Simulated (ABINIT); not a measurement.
# CdSe (F-43m) in ABINIT: equation of state with r2SCAN

Aim: the equation of state of CdSe with r2SCAN.

All numbers are computed with ABINIT 10.8.3 (patched build); they aren't measurements. Logs are shortened: lines on timing, memory, paths and dates and some standing lists are left out, and cuts for length are marked. The log counts tension as positive stress, the text compression.

## (1) The structure

It takes space group F-43m (No. 216, cubic). Conventional cell: a = 6.141 Å, b = 6.141 Å, c = 6.141 Å, α = 90.00°, β = 90.00°, γ = 90.00°. Cd (site symmetry -43m) is surrounded by 4 Se at 2.66 Å. Around Se (site symmetry -43m) lie 4 Cd at 2.66 Å.

Measurements of this composition are mostly on another form, of space group No. 186.

## (2) Equation of state, r2SCAN

run.abi reads:

```
ndtset 7
getwfk -1
scalecart1 3*0.9795861087
scalecart2 3*0.9864848297
scalecart3 3*0.9932883884
scalecart4 3*1.0000000000
scalecart5 3*1.0066227096
scalecart6 3*1.0131594038
scalecart7 3*1.0196128224

pp_dirpath "./"
pseudos "Cd.GGA_PBE-JTH.xml, Se.GGA_PBE-JTH.xml"

acell 8.2052270577 8.2052270577 8.2052270577
rprim
     0.0000000000     0.7071067812     0.7071067812
     0.7071067812     0.0000000000     0.7071067812
     0.7071067812     0.7071067812     0.0000000000
ntypat 2
znucl 48 34
natom 2
typat 1 2
xred
     0.0000000000     0.0000000000     0.0000000000
     0.2500000000     0.2500000000     0.2500000000

ecut 26.0
pawecutdg 48.0

kptopt 1
ngkpt 8 8 8
nshiftk 1
shiftk 0.0 0.0 0.0

ixc -497498
usekden 1
pawxcdev 0

nband 13
occopt 3
tsmear 0.05 eV

nstep 100
tolvrs 1.0e-7

iomode 3
prtwf 1
prtden 0
prteig 0
prtebands 0
enunit 2
```

Potentials or basis: JTH PAW PBE v2.0.

Command:

```bash
abinit run.abi > log 2>&1
```

run.abo:

```text
.Version 10.8.3 of ABINIT
 DATASET    1 : space group F-4 3 m (#216); Bravais cF (face-center cubic)
================================================================================
 Values of the parameters that define the memory need for DATASET  1.
     intxc =       0    ionmov =       0      iscf =      17    lmnmax =      18
     lnmax =       6     mgfft =      40  mpssoang =       3    mqgrid =    3001
     natom =       2  nloc_mem =       2    nspden =       1   nspinor =       1
    nsppol =       1      nsym =      24    n1xccc =       1    ntypat =       2
    occopt =       3   xclevel =       2
       mpw =        2340          nfft =       64000          nkpt =          29
 PAW method is used; the additional fine FFT grid is defined by:
   mgfftf=        54    nfftf =    157464
================================================================================
================================================================================
[... 71 lines left out ...]
 DATASET    7 : space group F-4 3 m (#216); Bravais cF (face-center cubic)
================================================================================
 Values of the parameters that define the memory need for DATASET  7.
     intxc =       0    ionmov =       0      iscf =      17    lmnmax =      18
     lnmax =       6     mgfft =      40  mpssoang =       3    mqgrid =    3001
     natom =       2  nloc_mem =       2    nspden =       1   nspinor =       1
    nsppol =       1      nsym =      24    n1xccc =       1    ntypat =       2
    occopt =       3   xclevel =       2
       mpw =        2661          nfft =       64000          nkpt =          29
 PAW method is used; the additional fine FFT grid is defined by:
   mgfftf=        54    nfftf =    157464
================================================================================
================================================================================

--------------------------------------------------------------------------------
------------- Echo of variables that govern the present computation ------------
--------------------------------------------------------------------------------
 -outvars: echo values of preprocessed input variables --------
            acell      8.2052270577E+00  8.2052270577E+00  8.2052270577E+00 Bohr
              amu      1.12411000E+02  7.89600000E+01
             ecut      2.60000000E+01 Hartree
           enunit           2
           getwfk          -1
              ixc     -497498
           jdtset        1    2    3    4    5    6    7
         kptrlatt        8    0    0      0    8    0      0    0    8
          kptrlen1     6.43018116E+01
          kptrlen2     6.47546561E+01
          kptrlen3     6.52012541E+01
          kptrlen4     6.56418165E+01
          kptrlen5     6.60765432E+01
          kptrlen6     6.65056236E+01
          kptrlen7     6.69292378E+01
            natom           2
            nband          13
           ndtset           7
            ngfft          40      40      40
          ngfftdg          54      54      54
             nkpt          29
            nstep         100
             nsym          24
           ntypat           2
           occopt           3
        pawecutdg      4.80000000E+01 Hartree
         pawxcdev           0
           prtden           0
        prtebands           0
           prteig           0
          prtkden           1
            rprim1     0.0000000000E+00  6.9267198023E-01  6.9267198023E-01
                       6.9267198023E-01  0.0000000000E+00  6.9267198023E-01
                       6.9267198023E-01  6.9267198023E-01  0.0000000000E+00
            rprim2     0.0000000000E+00  6.9755011263E-01  6.9755011263E-01
                       6.9755011263E-01  0.0000000000E+00  6.9755011263E-01
                       6.9755011263E-01  6.9755011263E-01  0.0000000000E+00
            rprim3     0.0000000000E+00  7.0236095512E-01  7.0236095512E-01
                       7.0236095512E-01  0.0000000000E+00  7.0236095512E-01
                       7.0236095512E-01  7.0236095512E-01  0.0000000000E+00
            rprim4     0.0000000000E+00  7.0710678120E-01  7.0710678120E-01
                       7.0710678120E-01  0.0000000000E+00  7.0710678120E-01
                       7.0710678120E-01  7.0710678120E-01  0.0000000000E+00
            rprim5     0.0000000000E+00  7.1178974407E-01  7.1178974407E-01
                       7.1178974407E-01  0.0000000000E+00  7.1178974407E-01
                       7.1178974407E-01  7.1178974407E-01  0.0000000000E+00
            rprim6     0.0000000000E+00  7.1641188486E-01  7.1641188486E-01
                       7.1641188486E-01  0.0000000000E+00  7.1641188486E-01
                       7.1641188486E-01  7.1641188486E-01  0.0000000000E+00
            rprim7     0.0000000000E+00  7.2097514092E-01  7.2097514092E-01
                       7.2097514092E-01  0.0000000000E+00  7.2097514092E-01
                       7.2097514092E-01  7.2097514092E-01  0.0000000000E+00
          spgroup         216
           tolvrs      1.00000000E-07
           tsmear      1.83746611E-03 Hartree
            typat      1  2
          usekden           1
           useylm           1
           xangst1     0.0000000000E+00  0.0000000000E+00  0.0000000000E+00
                       1.5037975071E+00  1.5037975071E+00  1.5037975071E+00
           xangst2     0.0000000000E+00  0.0000000000E+00  0.0000000000E+00
                       1.5143879792E+00  1.5143879792E+00  1.5143879792E+00
           xangst3     0.0000000000E+00  0.0000000000E+00  0.0000000000E+00
                       1.5248323644E+00  1.5248323644E+00  1.5248323644E+00
           xangst4     0.0000000000E+00  0.0000000000E+00  0.0000000000E+00
                       1.5351355983E+00  1.5351355983E+00  1.5351355983E+00
           xangst5     0.0000000000E+00  0.0000000000E+00  0.0000000000E+00
                       1.5453023556E+00  1.5453023556E+00  1.5453023556E+00
           xangst6     0.0000000000E+00  0.0000000000E+00  0.0000000000E+00
                       1.5553370675E+00  1.5553370675E+00  1.5553370675E+00
           xangst7     0.0000000000E+00  0.0000000000E+00  0.0000000000E+00
                       1.5652439401E+00  1.5652439401E+00  1.5652439401E+00
            xcart1     0.0000000000E+00  0.0000000000E+00  0.0000000000E+00
                       2.8417654372E+00  2.8417654372E+00  2.8417654372E+00
            xcart2     0.0000000000E+00  0.0000000000E+00  0.0000000000E+00
                       2.8617785291E+00  2.8617785291E+00  2.8617785291E+00
            xcart3     0.0000000000E+00  0.0000000000E+00  0.0000000000E+00
                       2.8815155566E+00  2.8815155566E+00  2.8815155566E+00
            xcart4     0.0000000000E+00  0.0000000000E+00  0.0000000000E+00
                       2.9009858469E+00  2.9009858469E+00  2.9009858469E+00
            xcart5     0.0000000000E+00  0.0000000000E+00  0.0000000000E+00
                       2.9201982337E+00  2.9201982337E+00  2.9201982337E+00
            xcart6     0.0000000000E+00  0.0000000000E+00  0.0000000000E+00
                       2.9391610911E+00  2.9391610911E+00  2.9391610911E+00
            xcart7     0.0000000000E+00  0.0000000000E+00  0.0000000000E+00
                       2.9578823671E+00  2.9578823671E+00  2.9578823671E+00
             xred      0.0000000000E+00  0.0000000000E+00  0.0000000000E+00
                       2.5000000000E-01  2.5000000000E-01  2.5000000000E-01
            znucl       48.00000   34.00000

================================================================================

 chkinp: Checking input parameters for consistency, jdtset=   1.

 chkinp: Checking input parameters for consistency, jdtset=   2.
[... 36 lines left out ...]
 getcut: wavevector=  0.0000  0.0000  0.0000  ngfft=  54  54  54
         ecut(hartree)=     48.000   => boxcut(ratio)=   2.15488

--- Pseudopotential description ------------------------------------------------
- pspini: atom type   1  psp file is ./Cd.GGA_PBE-JTH.xml
 Pseudopotential format is: paw10
 basis_size (lnmax)=  6 (lmn_size= 18), orbitals=   0   0   1   1   2   2
 Spheres core radius: rc_sph= 2.50233826
 Shapefunction is BESSEL type: shapef(r,l)=aa(1,l)*jl(q(1,l)*r)+aa(2,l)*jl(q(2,l)*r)
 Radius for shape functions =  2.31074885
 Compensation charge density is not taken into account in XC energy/potential

- pspini: atom type   2  psp file is ./Se.GGA_PBE-JTH.xml
 Pseudopotential format is: paw10
 basis_size (lnmax)=  4 (lmn_size=  8), orbitals=   0   0   1   1
 Spheres core radius: rc_sph= 2.21132333
 Shapefunction is BESSEL type: shapef(r,l)=aa(1,l)*jl(q(1,l)*r)+aa(2,l)*jl(q(2,l)*r)
 Radius for shape functions =  2.00656599
 Compensation charge density is not taken into account in XC energy/potential

   1.02651429E+03                                ecore*ucvol(ha*bohr**3)
--------------------------------------------------------------------------------

================================================================================

--- !BeginCycle
iteration_state: {dtset: 1, }
solver: {iscf: 17, nstep: 100, nline: 4, wfoptalg: 10, }
tolerances: {tolvrs: 1.00E-07, }
...
[... 1348 lines left out ...]
-Cartesian components of stress tensor (GPa)         [Pressure= -2.9568E+00 GPa]
- sigma(1 1)=  2.95679427E+00  sigma(3 2)=  0.00000000E+00
- sigma(2 2)=  2.95679427E+00  sigma(3 1)=  0.00000000E+00
- sigma(3 3)=  2.95679427E+00  sigma(2 1)=  0.00000000E+00

== END DATASET(S) ==============================================================
================================================================================

 -outvars: echo values of variables after computation  --------
            acell      8.2052270577E+00  8.2052270577E+00  8.2052270577E+00 Bohr
           etotal1    -2.8301425336E+01
           etotal2    -2.8302171977E+01
           etotal3    -2.8302584106E+01
           etotal4    -2.8302697691E+01
           etotal5    -2.8302526923E+01
           etotal6    -2.8302118831E+01
           etotal7    -2.8301498939E+01
            fcart1     1.1844068778E-29 -9.5189202519E-47 -1.1844068778E-29
                      -1.1844068778E-29  9.5189202519E-47  1.1844068778E-29
            fcart2    -2.9403101032E-30 -2.9403101032E-30  8.8209303096E-30
                       2.9403101032E-30  2.9403101032E-30 -8.8209303096E-30
            fcart3    -1.8105056236E-28  1.4051415411E-45  1.8105056236E-28
                       1.8105056236E-28 -1.4051415411E-45 -1.8105056236E-28
            fcart4    -1.1602285246E-29 -5.8011426229E-30  2.3204570491E-29
                       1.1602285246E-29  5.8011426229E-30 -2.3204570491E-29
            fcart5    -9.2207617691E-29 -9.2207617691E-29  2.7662285307E-28
                       9.2207617691E-29  9.2207617691E-29 -2.7662285307E-28
[... 38 lines left out ...]
                       0.0000000000E+00  0.0000000000E+00  0.0000000000E+00
           xangst1     0.0000000000E+00  0.0000000000E+00  0.0000000000E+00
                       1.5037975071E+00  1.5037975071E+00  1.5037975071E+00
           xangst2     0.0000000000E+00  0.0000000000E+00  0.0000000000E+00
                       1.5143879792E+00  1.5143879792E+00  1.5143879792E+00
           xangst3     0.0000000000E+00  0.0000000000E+00  0.0000000000E+00
                       1.5248323644E+00  1.5248323644E+00  1.5248323644E+00
           xangst4     0.0000000000E+00  0.0000000000E+00  0.0000000000E+00
                       1.5351355983E+00  1.5351355983E+00  1.5351355983E+00
           xangst5     0.0000000000E+00  0.0000000000E+00  0.0000000000E+00
                       1.5453023556E+00  1.5453023556E+00  1.5453023556E+00
           xangst6     0.0000000000E+00  0.0000000000E+00  0.0000000000E+00
                       1.5553370675E+00  1.5553370675E+00  1.5553370675E+00
           xangst7     0.0000000000E+00  0.0000000000E+00  0.0000000000E+00
                       1.5652439401E+00  1.5652439401E+00  1.5652439401E+00
             xred      0.0000000000E+00  0.0000000000E+00  0.0000000000E+00
                       2.5000000000E-01  2.5000000000E-01  2.5000000000E-01
 Calculation completed.
```

It took 17 min on 1 thread of Arm Neoverse V1, shared host; peak memory 0.24 GiB.

What came out:

* Equilibrium volume: 28.87 Å³/atom
* Bulk modulus: 52 GPa
* Pressure derivative of the bulk modulus: 4.6 (rough: it moves with the points fitted)

Energy against volume, from the lowest point:
```csv
volume (Å³/atom),energy (meV/atom)
27.206,17.31
27.784,7.15
28.363,1.55
28.942,0.00
29.521,2.32
30.100,7.88
30.679,16.31
```

Caveat: pressures at fixed basis lie under the slope of the energies; the PAW data sets were made with another functional, which shifts forces and pressure a little.
